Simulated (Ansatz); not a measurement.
# Pd (P6_3/mmc) in Ansatz: a series of runs

The runs below take Pd through single point, equation of state, with PBE0.

Everything below comes from runs of Ansatz 0.2.0. Logs are shortened: lines on timing, memory, paths and dates and some standing lists are left out, and cuts for length are marked.

## (1) Starting point

The structure is hexagonal, space group P6_3/mmc (No. 194). The conventional cell has a = 2.784 Å, b = 2.784 Å, c = 4.629 Å, α = 90.00°, β = 90.00°, γ = 120.00°. Pd (site symmetry -6m2) is surrounded by 12 Pd at 2.78 to 2.82 Å.

This isn't the form of Pd at room conditions, which is fcc.

## (2) Single point, PBE0, 14.60 Å³/atom (volume scaled by 0.94)

input.yaml

```yaml
crystal:
  lattice:
    - [2.7268396102, 0.0, 0.0]
    - [-1.3634198051, 2.3615123745, 0.0]
    - [0.0, 0.0, 4.5343992815]
  atoms:
    - { symbol: Pd, position: [0.3333333333, 0.6666666667, 0.25] }
    - { symbol: Pd, position: [0.6666666667, 0.3333333333, 0.75] }
hamiltonian:
  xc: pbe0
  pseudopotentials: { kind: paw }
kpoints:
  mp_grid: { grid: [6, 6, 4] }
scf:
  occupations: { method: fermi_dirac, width: 0.05 }
output:
  forces: true
  stress: true
  eigenvalues: true
```

Potentials or basis: Ansatz PAW.

Started as:

```console
ansatz run input.yaml --threads 2 --pin off --max-ram 5632MiB --backend cpu --events-out ev --progress --plain --runs-dir out
```

Standard output:

```text
Warning: output.stress: scf.convergence.dr2_threshold = 1e-7 eV (the SCF's general default) is looser than the 2e-10 eV advised for a printed stress (1e-10 eV for each atom of the cell: 2). What an SCF threshold leaves in a stress goes as its square root, and in the free energy as the threshold itself, and one threshold admits the most on a small cell: of the crystals measured, under no hybrid functional and no lock of the moments, on runs that ended without the residual-converged pass, on stresses that held no estimate of that error, the worst erred by over 100 MPa in a component at 1e-7 eV an atom and by under 5 at 1e-10. Set scf.convergence.dr2_threshold to 2e-10 eV or tighter. The threshold is an SCF's pass mark: one that does not reach it within its budget of iterations ends unconverged, or closes short of it on a stop that the run arms, and scf.convergence.dr2_threshold's page says what that costs each kind of run
Warning: output.stress: scf.exx.energy_threshold = 1e-6 eV is looser than the 2e-8 eV advised for a stress under a hybrid functional (1e-8 eV for each atom of the cell: 2). Every SCF of the exchange loop can meet its threshold on dr2 while the loop round them stops early: no threshold on dr2 bounds what that leaves in the stress. Set scf.exx.energy_threshold to 2e-8 eV or tighter. The threshold is the loop's pass mark: a loop that does not reach it within its budget of cycles ends unconverged, and scf.exx.energy_threshold's page has the law
Warning: RAYON_NUM_THREADS=2 ignored (pool sized by the plan → 2); use --threads N
Engine: ansatz 0.2.0, x86_64-unknown-linux-gnu
Pseudopotentials: kind: paw
Pseudopotential: Pd, paw, valence charge 18, recommended cutoff 420 eV (normal), Pd.paw.azcp
Functional definition: PBE0
  parameter a = 0.25
  parameter kappa = 0.804
  parameter beta = 0.06672455060314922
  exchange = (1 - a)*pbe_x(kappa = kappa, mu = beta*pi^2/3) + a*exact_x
  correlation = pbe_c(beta = beta)
Crystal: 2 atoms, lattice volume = 29.199 Å³
Basis set: ecut = 420 eV, 573 PW (Γ), exchange–correlation on 40×40×64 points (8 copies of the dense FFT grid, shifted against one another)
Bands: 22, of which v1, the nominal top of the filled ones, is band 18 counted from 1 (17 counted from 0)
Symmetry: 24 space group operations
Space group: P63/mmc (ITA 194), of the structure as read, at distance tolerance 3.1e-5 Å
k-points: 21 of 144
Non-local potential: Pd, projectors of the file, l = 0: 2, l = 1: 2, l = 2: 2, l = 3: 1
PAW form: soft (Blöchl's): semilocal exchange-correlation on the pseudo side does not see the compensation charge
PAW frozen core: Pd, regenerated for the run's functional, and the local potential with it (the file was generated under x = pbe(κ = 0.804, μ = 0.2195149727645171), c = pbe(β = 0.06672455060314922))
PAW one-centre angular grid: Pd, 590 points (default); XC on 64 Gauss nodes
Initial density: superposition of atomic densities (neutral atoms: chi_scale 0, normalization atom), corrected by the library's trained network
Initial wavefunctions: pseudopotential atomic-orbital guess
[... 70 lines left out ...]
SCF iter   7: F=—  HF=-13949.101315 eV  |F-HF|=—  |Δ(HF+E_count)|=   2.46e-7  Δρ=1.39e-5  dr2=3.20e-8  ethr=1.14e-12 (applied; sched 1.00e-12)  ⟨swp⟩=4.1  Hψ=1399  notcnv=0
SCF iter   8: F=-13949.101315 eV  HF=-13949.101315 eV  |F-HF|=1.39e-9  |Δ(HF+E_count)|=   3.09e-8  Δρ=5.25e-6  dr2=3.69e-9  ethr=1.17e-12 (applied; sched 1.00e-12)  ⟨swp⟩=4.0  Hψ=1488  notcnv=0
SCF 7 converged in 8 iterations: F = -13949.101315 eV  dr2 = 3.69e-9
  Residual-converged pass: ⟨swp⟩=1.4  Hψ=472  notcnv=0  max |occ|·‖R‖ = 2.4e-6 eV (tolerance 2.4e-6 eV)  dr2=3.69e-9  dr2_onsite=3.32e-10  max |Δocc| = 7.3e-15
hybrid outer 6: dexx = +3.923e-5 eV, tail = 2.75e-5 eV, Δε = 6.65e-2 eV (about 3.95e-2 eV left of the loop's levels)
Frozen-core exchange: fock
SCF iter   1: F=—  HF=-13949.101315 eV  |F-HF|=—  |Δ(HF+E_count)|=         —  Δρ=5.28e-6  dr2=1.86e-9  ethr=4.10e-10  ⟨swp⟩=4.9  Hψ=1078  notcnv=0
preconditioner: auto → none  [insulator: Δε(μ)=0.442 eV  Ē_g=11.840 eV  σ=0.050 eV  W_gap=0.92  n_scr=10 (ndim 8)  ℏωp=30.7 eV  f_vac=0.000  D(μ)=0.28/eV (n_scr^D=0)]
SCF iter   2: F=-13949.101315 eV  HF=-13949.101315 eV  |F-HF|=9.28e-11  |Δ(HF+E_count)|=  2.46e-10  Δρ=1.83e-6  dr2=2.00e-10  ethr=5.03e-12  ⟨swp⟩=3.2  Hψ=1028  notcnv=0  defer=5
SCF 8 converged in 2 iterations: F = -13949.101315 eV  dr2 = 2.00e-10
  Residual-converged pass: ⟨swp⟩=2.0  Hψ=790  notcnv=0  max |occ|·‖R‖ = 2.3e-6 eV (tolerance 2.4e-6 eV)  dr2=1.97e-10  dr2_onsite=4.53e-11  max |Δocc| = 4.3e-14
hybrid outer 7: dexx = +5.176e-10 eV, tail = 5.84e-10 eV, Δε = 7.40e-5 eV (about 2.53e-5 eV left of the loop's levels), ΔF = 1.85e-17 eV/Å (tail 6.71e-18)
hybrid SCF converged: 7 outer / 31 inner (+7 warm-up), last move |dexx| = 5.18e-10 eV, tail = 5.84e-10 eV
Stability not checked: this state was not tested for a lower state beside it, because the functional holds exact exchange (a hybrid, or Hartree-Fock), whose exchange loop this test does not read (fock_operator; see scf.lower_state_search)
Free energy (F): -13949.101315 eV
Frozen-core exchange: fock
Harris-Foulkes:  -13949.101315 eV  (|F-HF|=9.28e-11)
Internal energy: -13949.098469 eV  (E = F + TS)
E sigma→0 (E₀):  -13949.099892 eV
Entropy (-TS):   -0.002846 eV (-1.423 meV/atom)
Fermi energy:    19.226377 eV
--- Per-component energies (eV) ---
  E_band       = -366.717428
  E_kinetic    = 1031.654388
  E_local      = -3475.751267  (includes V_loc(G=0)·N_el)
  E_nonlocal   = 434.519990
  E_hartree    = 1417.393942
  E_xc         = -261.206318
  E_vxc        = -327.344944  (∫ρ·V_xc dr)
  E_exx        = -156.315167  (= α·E_x^exact, valence–valence)
  E_paw        = -7425.260674  (= ΣΔE_a)
  E_vpaw       = -551.953902  (= ΣTr[D̂ρ^β])
  E_aug_tail   = 0.000445  (compensation charges beyond the density's cutoff)
  E_ewald      = -5513.014530
  E_core_change = -1.119280  (= ΣΔE_core)
  E_smearing   = -0.002846  (= −TS)
  E_closure    = 0.000001  (closes the sum)
  Σ components = -13949.101315   (vs F -13949.101315, Δ=1.82e-12)
--- Forces (eV/Å), atoms counted from 1 ---
  atom   1  Pd     0.00000000     0.00000000     0.00000000
  atom   2  Pd     0.00000000    -0.00000000     0.00000000
  max |Σ_I F_I| component: 1.85e-17 eV/Å
--- Stress (GPa, compression-positive) ---
        0.504813       0.000000       0.000000
        0.000000       0.504813       0.000000
        0.000000       0.000000       8.955748
  P = ⅓ Tr σ = 3.3218 GPa (33.218 kbar)
--- Band table (eV; the first three rows and the last of 21) ---
  k-point 0: bands = ["-69.5474", "-69.4863", "-34.0804", "-33.7299", "-33.7299", "-33.6602", "-33.6602", "-33.5906", "11.3604", "12.9254", "15.4171", "15.5979", "15.5979", "15.9823", "15.9823", "16.6293", "16.6293", "18.3777", "18.3777", "21.0460", "28.3056", "38.1736"]
  k-point 1: bands = ["-69.5385", "-69.4951", "-34.0089", "-33.7192", "-33.7192", "-33.6703", "-33.6703", "-33.6631", "11.9648", "13.0626", "15.3084", "15.4835", "15.4835", "15.8063", "15.8063", "17.0665", "17.0665", "18.2694", "18.2694", "18.4902", "31.0761", "37.4255"]
  k-point 2: bands = ["-69.5168", "-69.5168", "-33.8366", "-33.8366", "-33.6945", "-33.6945", "-33.6945", "-33.6945", "13.0295", "13.0295", "15.5297", "15.5297", "15.5297", "15.5297", "15.8128", "15.8128", "17.7889", "17.7889", "17.7889", "17.7889", "35.5430", "35.5430"]
  k-point 20: bands = ["-69.4623", "-69.4623", "-34.0492", "-34.0492", "-33.9850", "-33.9850", "-33.7223", "-33.7223", "14.0995", "14.0995", "14.6419", "14.6419", "15.7261", "15.7261", "16.7024", "16.7024", "18.8999", "18.8999", "28.0757", "28.0757", "29.9613", "29.9613"]
```

Wall time 94 s (2 threads of Intel Xeon at 2.50GHz (Skylake/Cascade Lake), shared host); peak memory 0.73 GiB.

Results:

| Property | Result |
| --- | --- |
| Free energy | -13949.1013 eV |
| Pressure | 3.3 GPa |
| Band gap on the k mesh | none (metal or under the smearing width) |

Caveat: the k mesh is coarse (spacing up to 0.44 Å⁻¹), so the values aren't converged, least of all with exact exchange; the pressure holds a Pulay correction of +0.3 GPa for the finite cutoff; the PAW data sets come from PBE, with cores solved anew for the run's functional, which leaves a small shift of forces and pressure; the thresholds are loose for stress.

## (3) Single point, PBE0, 14.91 Å³/atom (volume scaled by 0.96)

input.yaml: that of step 2 with these lines changed.

```diff
@@ -2,5 +2,5 @@
   lattice:
-    - [2.7268396102, 0.0, 0.0]
-    - [-1.3634198051, 2.3615123745, 0.0]
-    - [0.0, 0.0, 4.5343992815]
+    - [2.7460433387, 0.0, 0.0]
+    - [-1.3730216694, 2.3781432912, 0.0]
+    - [0.0, 0.0, 4.566332723]
   atoms:
```

Potentials or basis: Ansatz PAW.

Started as:

```console
ansatz run input.yaml --threads 2 --pin off --max-ram 5632MiB --backend cpu --events-out ev --progress --plain --runs-dir out
```

Run time: 87 s. Hardware: 2 threads of Intel Xeon at 2.50GHz (Skylake/Cascade Lake), shared host; peak memory 0.76 GiB.

The run converged. Its results:

```yaml
Free_energy: -13949.1062 eV
Pressure: -0.7 GPa
Band_gap_on_the_k_mesh: none (metal or under the smearing width)
```

Caveat: the k mesh is coarse (spacing up to 0.44 Å⁻¹), so the values aren't converged, least of all with exact exchange; the PAW data sets come from PBE, with cores solved anew for the run's functional, which leaves a small shift of forces and pressure; the thresholds are loose for stress.

## (4) Single point, PBE0, 15.22 Å³/atom (volume scaled by 0.98)

input.yaml: that of step 3 with these lines changed.

```diff
@@ -2,5 +2,5 @@
   lattice:
-    - [2.7460433387, 0.0, 0.0]
-    - [-1.3730216694, 2.3781432912, 0.0]
-    - [0.0, 0.0, 4.566332723]
+    - [2.7649821671, 0.0, 0.0]
+    - [-1.3824910836, 2.3945447978, 0.0]
+    - [0.0, 0.0, 4.597825668]
   atoms:
```

Started as:

```console
ansatz run input.yaml --threads 2 --pin off --max-ram 5632MiB --backend cpu --events-out ev --progress --plain --runs-dir out
```

Run time: 85 s. Hardware: 2 threads of Intel Xeon at 2.50GHz (Skylake/Cascade Lake), shared host; peak memory 0.76 GiB.

Results (log left out):

```
Free energy            : -13949.0967 eV
Pressure               : -4.2 GPa
Band gap on the k mesh : none (metal or under the smearing width)
```

Caveat: the k mesh is coarse (spacing up to 0.44 Å⁻¹), so the values aren't converged, least of all with exact exchange; the PAW data sets come from PBE, with cores solved anew for the run's functional, which leaves a small shift of forces and pressure; the thresholds are loose for stress.

## (5) Single point, PBE0, 15.53 Å³/atom

input.yaml: that of step 4 with these lines changed.

```diff
@@ -2,5 +2,5 @@
   lattice:
-    - [2.7649821671, 0.0, 0.0]
-    - [-1.3824910836, 2.3945447978, 0.0]
-    - [0.0, 0.0, 4.597825668]
+    - [2.7836650458, 0.0, 0.0]
+    - [-1.3918325229, 2.4107246453, 0.0]
+    - [0.0, 0.0, 4.628893]
   atoms:
@@ -19 +19,5 @@
   eigenvalues: true
+  write_density: true
+  write_potential: true
+  elf: true
+  volumetric_format: npy
```

Started as:

```console
ansatz run input.yaml --threads 2 --pin off --max-ram 5632MiB --backend cpu --events-out ev --progress --plain --runs-dir out
```

Run time: 86 s. Hardware: 2 threads of Intel Xeon at 2.50GHz (Skylake/Cascade Lake), shared host; peak memory 0.77 GiB.

It converged, with:

| Property | Result |
| --- | --- |
| Free energy | -13949.0744 eV |
| Pressure | -7.2 GPa |
| Band gap on the k mesh | none (metal or under the smearing width) |

Caveat: the k mesh is coarse (spacing up to 0.43 Å⁻¹), so the values aren't converged, least of all with exact exchange; the PAW data sets come from PBE, with cores solved anew for the run's functional, which leaves a small shift of forces and pressure; the thresholds are loose for stress.

## (6) Single point, PBE0, 15.84 Å³/atom (volume scaled by 1.02)

input.yaml: that of step 5 with these lines changed.

```diff
@@ -2,5 +2,5 @@
   lattice:
-    - [2.7836650458, 0.0, 0.0]
-    - [-1.3918325229, 2.4107246453, 0.0]
-    - [0.0, 0.0, 4.628893]
+    - [2.8021004509, 0.0, 0.0]
+    - [-1.4010502255, 2.4266901745, 0.0]
+    - [0.0, 0.0, 4.6595488139]
   atoms:
@@ -19,5 +19 @@
   eigenvalues: true
-  write_density: true
-  write_potential: true
-  elf: true
-  volumetric_format: npy
```

Potentials or basis: Ansatz PAW.

Started as:

```console
ansatz run input.yaml --threads 2 --pin off --max-ram 5632MiB --backend cpu --events-out ev --progress --plain --runs-dir out
```

It took 98 s on 2 threads of Intel Xeon at 2.50GHz (Skylake/Cascade Lake), shared host; peak memory 0.77 GiB.

The run converged. Its results:

```
Free energy            : -13949.0410 eV
Pressure               : -9.9 GPa
Band gap on the k mesh : none (metal or under the smearing width)
```

Caveat: the k mesh is coarse (spacing up to 0.43 Å⁻¹), so the values aren't converged, least of all with exact exchange; the PAW data sets come from PBE, with cores solved anew for the run's functional, which leaves a small shift of forces and pressure; the thresholds are loose for stress.

## (7) Single point, PBE0, 16.15 Å³/atom (volume scaled by 1.04)

input.yaml: that of step 6 with these lines changed.

```diff
@@ -2,5 +2,5 @@
   lattice:
-    - [2.8021004509, 0.0, 0.0]
-    - [-1.4010502255, 2.4266901745, 0.0]
-    - [0.0, 0.0, 4.6595488139]
+    - [2.8202964182, 0.0, 0.0]
+    - [-1.4101482091, 2.4424483444, 0.0]
+    - [0.0, 0.0, 4.6898064722]
   atoms:
```

Started as:

```console
ansatz run input.yaml --threads 2 --pin off --max-ram 5632MiB --backend cpu --events-out ev --progress --plain --runs-dir out
```

Run time: 79 s. Hardware: 2 threads of Intel Xeon at 2.50GHz (Skylake/Cascade Lake), shared host; peak memory 0.78 GiB.

It converged, with:

* Free energy: -13948.9858 eV
* Pressure: -11.8 GPa
* Band gap on the k mesh: none (metal or under the smearing width)

Caveat: the k mesh is coarse (spacing up to 0.43 Å⁻¹), so the values aren't converged, least of all with exact exchange; the PAW data sets come from PBE, with cores solved anew for the run's functional, which leaves a small shift of forces and pressure; the thresholds are loose for stress.

## (8) Single point, PBE0, 16.46 Å³/atom (volume scaled by 1.06)

input.yaml: that of step 7 with these lines changed.

```diff
@@ -2,5 +2,5 @@
   lattice:
-    - [2.8202964182, 0.0, 0.0]
-    - [-1.4101482091, 2.4424483444, 0.0]
-    - [0.0, 0.0, 4.6898064722]
+    - [2.838260574, 0.0, 0.0]
+    - [-1.419130287, 2.4580057597, 0.0]
+    - [0.0, 0.0, 4.7196786564]
   atoms:
@@ -19 +19,5 @@
   eigenvalues: true
+  write_density: true
+  write_potential: true
+  elf: true
+  volumetric_format: npy
```

Started as:

```console
ansatz run input.yaml --threads 2 --pin off --max-ram 5632MiB --backend cpu --events-out ev --progress --plain --runs-dir out
```

Wall time 1.9 min (2 threads of Intel Xeon at 2.50GHz (Skylake/Cascade Lake), shared host); peak memory 0.78 GiB.

The run converged. Its results:

* Free energy: -13948.9633 eV
* Pressure: -13.8 GPa
* Band gap on the k mesh: none (metal or under the smearing width)

Caveat: the k mesh is coarse (spacing up to 0.43 Å⁻¹), so the values aren't converged, least of all with exact exchange; the PAW data sets come from PBE, with cores solved anew for the run's functional, which leaves a small shift of forces and pressure; the thresholds are loose for stress.

## (9) Equation of state, PBE0

Potentials or basis: Ansatz PAW.

No new run: the results of the series are fitted here.

What came out:

| Property | Result |
| --- | --- |
| Equilibrium volume | 14.88 Å³/atom (rough: see the caveat) |
| Bulk modulus at fixed shape and positions | 289 GPa (rough) |

Energy against volume, from the lowest point:
```csv
volume (Å³/atom),energy (meV/atom)
14.600,2.42
14.910,0.00
15.221,4.73
15.531,15.88
15.842,32.56
16.153,60.18
16.463,71.45
```

Caveat: the k mesh is coarse (spacing up to 0.43 Å⁻¹), so the values aren't converged, least of all with exact exchange; the fit is doubtful: noisy points or a state that changes with volume; the cell was scaled at fixed shape and fractional positions, which overstates the stiffness of a crystal with free parameters, most of all of layers and chains; the PAW data sets were made with another functional, which shifts forces and pressure a little.
